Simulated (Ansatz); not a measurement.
# SnTe: the cost of one run

The runs shown are made with Ansatz 0.2.0. PAW datasets, plane waves. Calculated at 0 K for a non-magnetic cell.

### Step 1. The system as given

The unstrained cell was relaxed with r2SCAN; in each strained cell the atoms were relaxed again with r2SCAN. Names of k-points are those of the unstrained zone, where strain can split equivalent points. First state: -3.0 % biaxial strain in x and y, free along z.

It is tetragonal, I4/mmm (No. 139); conventional cell a = 4.375 Å, c = 6.401 Å, 30.63 Å³ an atom. Sn has 6 Te at 3.09–3.20 Å; Te has 6 Sn at 3.09–3.20 Å.

Structure file:

```cif
data_structure
_symmetry_space_group_name_H-M 'I4/mmm'
_symmetry_Int_Tables_number 139
_cell_length_a 4.3751
_cell_length_b 4.3751
_cell_length_c 6.4009
_cell_angle_alpha 90.000
_cell_angle_beta 90.000
_cell_angle_gamma 90.000
_cell_volume 122.52
loop_
_atom_site_label
_atom_site_type_symbol
_atom_site_symmetry_multiplicity
_atom_site_Wyckoff_symbol
_atom_site_fract_x
_atom_site_fract_y
_atom_site_fract_z
_atom_site_occupancy
Sn1 Sn 2 a 0.00000 0.00000 0.00000 1
Te1 Te 2 b 0.50000 0.50000 0.00000 1
```

From earlier runs on the unstrained cell: PBE 0.01 eV, r2SCAN 0.15 eV, HSE06 0.25 eV; a = 6.379 Å.

### Step 2. -3.0 % biaxial strain in x and y, free along z: PBE

Contents of input.yaml:

```yaml
crystal:
  lattice:
    - [0.0, 3.0936502309, 3.2004529083]
    - [3.0936502309, 0.0, 3.2004529083]
    - [3.0936502309, 3.0936502309, 0.0]
  atoms:
    - { symbol: Sn, position: [0.0, 0.0, 0.0] }
    - { symbol: Te, position: [0.5, 0.5, 0.5] }
kpoints:
  mp_grid: { grid: [8, 8, 8] }
  band_path:
    path:
      - [0.0, 0.0, 0.0]
      - [0.5, 0.0, 0.5]
      - [0.625, 0.25, 0.625]
      - [0.375, 0.375, 0.75]
      - [0.5, 0.5, 0.5]
      - [0.5, 0.25, 0.75]
      - [-0.020833, -0.014404, 0.469482]
      - [-0.015462, 0.008952, 0.491862]
    npoints: 1
hamiltonian:
  xc: pbe
scf:
  occupations: { method: fermi_dirac, width: 0.02 }
  n_extra_bands: 4
output:
  forces: true
  stress: true
  eigenvalues: true
  write_density: true
  write_potential: true
  elf: true
  volumetric_format: npy
```

On the command line:

```console
> ansatz run input.yaml --threads 2 --pin off --max-ram 2211MiB --backend cpu --events-out ev --progress --plain --runs-dir out
```

What time and memory should one allow on 2 threads of Arm Neoverse V1, shared host?

About 2.8 s, with a peak of 0.36 GiB.
